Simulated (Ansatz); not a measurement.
Input, command and steps of an Ansatz relaxation.

```yaml
crystal:
  lattice:
    - [0.0, 3.1214160772, 3.1214160772]
    - [3.1214160772, 0.0, 3.1214160772]
    - [3.1214160772, 3.1214160772, 0.0]
  atoms:
    - { symbol: Hg, position: [0.0, 0.0, 0.0] }
    - { symbol: Te, position: [0.25, 0.25, 0.25] }
basis:
  ecutwfc: 420
kpoints:
  mp_grid: { grid: [12, 12, 12] }
hamiltonian:
  xc: pbe
scf:
  occupations: { method: gaussian, width: 0.1 }
output:
  forces: true
  stress: true
  eigenvalues: true
relax:
  adjacent_minimum: "off"
  f_tol: 0.008
  max_steps: 50
  cell: { stress_tol: 0.08, p_target: 10.0 }
```

```bash
ansatz run input.yaml --threads 1 --pin off --max-ram 1331MiB --backend cpu --events-out ev --progress --plain --runs-dir out
```

These are results of Ansatz, DFT PBE, scalar-relativistic, plane waves, PAW, not measurements.

Of 4 frames 3 are shown, positions in Å and forces in eV/Å; the SCF threshold varies from step to step. Steps run on the plane waves of an earlier cell, with a Pulay correction in the pressure. The basis is chosen afresh for the last frame, the zero of the energies, and at times for earlier ones too; energy and pressure step there, also at an unchanged geometry. The relaxation lowers the enthalpy F + PV at the target pressure, so the free energy itself can rise. The mark taken_back stands on steps that the optimiser undid.

```xyz
2
Lattice="0.0000 3.1214 3.1214 3.1214 0.0000 3.1214 3.1214 3.1214 0.0000" Properties=species:S:1:pos:R:3:forces:R:3 pbc="T T T" step=1 free_energy_over_end_meV_per_atom=14.71 pressure_GPa=10.60
Hg    0.0000    0.0000    0.0000    0.0000    0.0000    0.0000
Te    1.5607    1.5607    1.5607    0.0000    0.0000    0.0000
2
Lattice="0.0000 3.1410 3.1410 3.1410 0.0000 3.1410 3.1410 3.1410 0.0000" Properties=species:S:1:pos:R:3:forces:R:3 pbc="T T T" step=2 free_energy_over_end_meV_per_atom=-20.50 pressure_GPa=9.11 taken_back
Hg    0.0000    0.0000    0.0000    0.0000    0.0000    0.0000
Te    1.5705    1.5705    1.5705    0.0000    0.0000    0.0000
2
Lattice="0.0000 3.1292 3.1292 3.1292 0.0000 3.1292 3.1292 3.1292 0.0000" Properties=species:S:1:pos:R:3:forces:R:3 pbc="T T T" step=4 free_energy_over_end_meV_per_atom=0.00 pressure_GPa=9.99
Hg    0.0000    0.0000    0.0000    0.0000    0.0000    0.0000
Te    1.5646    1.5646    1.5646    0.0000    0.0000    0.0000
```

Time: 82 s on 1 thread of Arm Neoverse N1, with other jobs on the host, peak memory 0.47 GiB.

Spin–orbit coupling is left out, which can shift energies with elements as heavy as these.